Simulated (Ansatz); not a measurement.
# ZnCu2SnS4: further runs on the relaxed cell

This session takes ZnCu2SnS4 and sets out to fit an equation of state.

Program: Ansatz 0.2.0. Level of theory: DFT PBE, scalar-relativistic, plane waves, PAW. These are calculated values, not measurements.

2 further runs of the same task are left out: 2 set aside as unsound or not needed.

### 1 Starting point

Symmetry: I-4, No. 82, tetragonal system. Conventional cell: a = 5.471 Å, b = 5.471 Å, c = 10.924 Å, α = 90.00°, β = 90.00°, γ = 90.00°. Around Zn (site symmetry -4) lie 4 S at 2.37 Å. Cu (site symmetry -4) is surrounded by 4 S at 2.32 Å. Sn (site symmetry -4) is surrounded by 4 S at 2.47 Å. Around S (site symmetry 1) lie 2 Cu at 2.32 Å and 1 Zn at 2.37 Å and 1 Sn at 2.47 Å.

Coordinates:

```cif
data_structure
_symmetry_space_group_name_H-M 'P 1'
_symmetry_Int_Tables_number 1
_cell_length_a 6.6935
_cell_length_b 6.6935
_cell_length_c 6.6935
_cell_angle_alpha 131.754
_cell_angle_beta 131.754
_cell_angle_gamma 70.617
_cell_volume 163.50
loop_
_atom_site_label
_atom_site_type_symbol
_atom_site_fract_x
_atom_site_fract_y
_atom_site_fract_z
_atom_site_occupancy
Zn1 Zn 0.25000 0.75000 0.50000 1
Cu1 Cu 0.00000 0.00000 0.00000 1
Cu2 Cu 0.75000 0.25000 0.50000 1
Sn1 Sn 0.50000 0.50000 0.00000 1
S1 S 0.37110 0.89560 0.00794 1
S2 S 0.10440 0.11234 0.47550 1
S3 S 0.88766 0.36316 0.99206 1
S4 S 0.63684 0.62890 0.52450 1
```

This cell was relaxed beforehand with the same method: volume 20.44 Å³/atom, gap on the mesh none (metal).

### 2 Volume × 0.97

input.yaml

```yaml
crystal:
  lattice:
    - [-2.7079445572, 2.7079445572, 5.4070335585]
    - [2.7079445572, -2.7079445572, 5.4070335585]
    - [2.7079445572, 2.7079445572, -5.4070335585]
  atoms:
    - { symbol: Zn, position: [0.25, 0.75, 0.5] }
    - { symbol: Cu, position: [0.0, 0.0, 0.0] }
    - { symbol: Cu, position: [0.75, 0.25, 0.5] }
    - { symbol: Sn, position: [0.5, 0.5, 0.0] }
    - { symbol: S, position: [0.3711002332, 0.8956013464, 1.0079414309] }
    - { symbol: S, position: [0.1043986536, 0.1123400845, 0.4754988868] }
    - { symbol: S, position: [0.8876599155, 0.3631588023, -0.0079414309] }
    - { symbol: S, position: [0.6368411977, 0.6288997668, 0.5245011132] }
basis:
  ecutwfc: 420
kpoints:
  mp_grid: { grid: [10, 10, 10] }
hamiltonian:
  xc: pbe
scf:
  occupations: { method: gaussian, width: 0.1 }
output:
  forces: true
  stress: true
  eigenvalues: true
relax:
  adjacent_minimum: "off"
  f_tol: 0.01
  max_steps: 30
  cell: { stress_tol: 0.1, fix: [volume] }
```

Command:

```bash
> ansatz run input.yaml --threads 4 --pin off --max-ram 10240MiB --backend cpu --events-out ev --progress --plain --runs-dir out
```

### 3 Volume × 1.03

input.yaml: that of step 2 with these lines changed.

```diff
@@ -2,5 +2,5 @@
   lattice:
-    - [-2.7079445572, 2.7079445572, 5.4070335585]
-    - [2.7079445572, -2.7079445572, 5.4070335585]
-    - [2.7079445572, 2.7079445572, -5.4070335585]
+    - [-2.7626652508, 2.7626652508, 5.5162959975]
+    - [2.7626652508, -2.7626652508, 5.5162959975]
+    - [2.7626652508, 2.7626652508, -5.5162959975]
   atoms:
```

### 4 Point at V/V0 = 0.94

input.yaml

```yaml
crystal:
  lattice:
    - [-2.6782692026, 2.6782692026, 5.3565636048]
    - [2.6782692026, -2.6782692026, 5.3565636048]
    - [2.6782692026, 2.6782692026, -5.3565636048]
  atoms:
    - { symbol: Zn, position: [0.25, 0.75, 0.5] }
    - { symbol: Cu, position: [0.0, 0.0, 0.0] }
    - { symbol: Cu, position: [0.75, 0.25, 0.5] }
    - { symbol: Sn, position: [0.5, 0.5, 0.0] }
    - { symbol: S, position: [0.3706982716, 0.8966270598, 1.0080108063] }
    - { symbol: S, position: [0.1033729402, 0.1113837465, 0.4740712118] }
    - { symbol: S, position: [0.8886162535, 0.3626874653, -0.0080108063] }
    - { symbol: S, position: [0.6373125347, 0.6293017284, 0.5259287882] }
basis:
  ecutwfc: 420
kpoints:
  mp_grid: { grid: [10, 10, 10] }
hamiltonian:
  xc: pbe
scf:
  occupations: { method: gaussian, width: 0.1 }
output:
  forces: true
  stress: true
  eigenvalues: true
relax:
  adjacent_minimum: "off"
  f_tol: 0.01
  max_steps: 30
  cell: { stress_tol: 0.1, fix: [volume] }
```

### 5 Volume × 1.06

input.yaml

```yaml
crystal:
  lattice:
    - [-2.7878530765, 2.7878530765, 5.5748471994]
    - [2.7878530765, -2.7878530765, 5.5748471994]
    - [2.7878530765, 2.7878530765, -5.5748471994]
  atoms:
    - { symbol: Zn, position: [0.25, 0.75, 0.5] }
    - { symbol: Cu, position: [0.0, 0.0, 0.0] }
    - { symbol: Cu, position: [0.75, 0.25, 0.5] }
    - { symbol: Sn, position: [0.5, 0.5, 0.0] }
    - { symbol: S, position: [0.3714205948, 0.89467407, 1.0078171544] }
    - { symbol: S, position: [0.10532593, 0.1131430844, 0.4767465248] }
    - { symbol: S, position: [0.8868569156, 0.3636034404, -0.0078171544] }
    - { symbol: S, position: [0.6363965596, 0.6285794052, 0.5232534752] }
basis:
  ecutwfc: 420
kpoints:
  mp_grid: { grid: [10, 10, 10] }
hamiltonian:
  xc: pbe
scf:
  occupations: { method: gaussian, width: 0.1 }
output:
  forces: true
  stress: true
  eigenvalues: true
relax:
  adjacent_minimum: "off"
  f_tol: 0.01
  max_steps: 30
  cell: { stress_tol: 0.1, fix: [volume] }
```

### 6 The cell scaled to 0.91 of its volume

input.yaml

```yaml
crystal:
  lattice:
    - [-2.6491270983, 2.6491270983, 5.3003270669]
    - [2.6491270983, -2.6491270983, 5.3003270669]
    - [2.6491270983, 2.6491270983, -5.3003270669]
  atoms:
    - { symbol: Zn, position: [0.25, 0.75, 0.5] }
    - { symbol: Cu, position: [0.0, 0.0, 0.0] }
    - { symbol: Cu, position: [0.75, 0.25, 0.5] }
    - { symbol: Sn, position: [0.5, 0.5, 0.0] }
    - { symbol: S, position: [0.3703154049, 0.8975983229, 1.008109802] }
    - { symbol: S, position: [0.1024016771, 0.1105114791, 0.4727170819] }
    - { symbol: S, position: [0.8894885209, 0.3622056029, -0.008109802] }
    - { symbol: S, position: [0.6377943971, 0.6296845951, 0.5272829181] }
basis:
  ecutwfc: 420
kpoints:
  mp_grid: { grid: [10, 10, 10] }
hamiltonian:
  xc: pbe
scf:
  occupations: { method: gaussian, width: 0.1 }
output:
  forces: true
  stress: true
  eigenvalues: true
relax:
  adjacent_minimum: "off"
  f_tol: 0.01
  max_steps: 30
  cell: { stress_tol: 0.1, fix: [volume] }
```

### 7 The cell scaled to 1.10 of its volume

input.yaml

```yaml
crystal:
  lattice:
    - [-2.8226162612, 2.8226162612, 5.6435954432]
    - [2.8226162612, -2.8226162612, 5.6435954432]
    - [2.8226162612, 2.8226162612, -5.6435954432]
  atoms:
    - { symbol: Zn, position: [0.25, 0.75, 0.5] }
    - { symbol: Cu, position: [0.0, 0.0, 0.0] }
    - { symbol: Cu, position: [0.75, 0.25, 0.5] }
    - { symbol: Sn, position: [0.5, 0.5, 0.0] }
    - { symbol: S, position: [0.3718036186, 0.89362034, 1.0076209676] }
    - { symbol: S, position: [0.10637966, 0.1140006275, 0.4781832785] }
    - { symbol: S, position: [0.8859993725, 0.364182651, -0.0076209676] }
    - { symbol: S, position: [0.635817349, 0.6281963814, 0.5218167215] }
basis:
  ecutwfc: 420
kpoints:
  mp_grid: { grid: [10, 10, 10] }
hamiltonian:
  xc: pbe
scf:
  occupations: { method: gaussian, width: 0.1 }
output:
  forces: true
  stress: true
  eigenvalues: true
relax:
  adjacent_minimum: "off"
  f_tol: 0.01
  max_steps: 30
  cell: { stress_tol: 0.1, fix: [volume] }
```

### 8 Point at V/V0 = 0.88

input.yaml

```yaml
crystal:
  lattice:
    - [-2.6193840016, 2.6193840016, 5.2426540208]
    - [2.6193840016, -2.6193840016, 5.2426540208]
    - [2.6193840016, 2.6193840016, -5.2426540208]
  atoms:
    - { symbol: Zn, position: [0.25, 0.75, 0.5] }
    - { symbol: Cu, position: [0.0, 0.0, 0.0] }
    - { symbol: Cu, position: [0.75, 0.25, 0.5] }
    - { symbol: Sn, position: [0.5, 0.5, 0.0] }
    - { symbol: S, position: [0.3699346376, 0.8985529047, 1.0081746993] }
    - { symbol: S, position: [0.1014470953, 0.1096217946, 0.471381733] }
    - { symbol: S, position: [0.8903782054, 0.3617599384, -0.0081746993] }
    - { symbol: S, position: [0.6382400616, 0.6300653624, 0.528618267] }
basis:
  ecutwfc: 420
kpoints:
  mp_grid: { grid: [10, 10, 10] }
hamiltonian:
  xc: pbe
scf:
  occupations: { method: gaussian, width: 0.1 }
output:
  forces: true
  stress: true
  eigenvalues: true
relax:
  adjacent_minimum: "off"
  f_tol: 0.01
  max_steps: 30
  cell: { stress_tol: 0.1, fix: [volume] }
```

(Steps that only read results are left out.)

**Question.** What will these runs give? Wanted: equilibrium volume of the fit; bulk modulus.

As calculated:

```
                     quantity          value
equilibrium volume of the fit  20.43 Å³/atom
                 bulk modulus         68 GPa
      its pressure derivative            4.9
```

In words: The fit puts the minimum at 20.43 Å³/atom with B = 68 GPa and B' = 4.9. The gaps in this table are read on the mesh alone; along the band path the bands overlap, so the solid is a metal or semimetal at this level.

Counted by bands, a gap of 0.03 to 0.05 eV stays open on the mesh in 4 runs that read as metallic: the smearing reaches across it. Real Cu2ZnSnS4 has a narrow gap, which semilocal functionals close or nearly close; near the undistorted cell a metallic reading is the functional's, not the solid's.
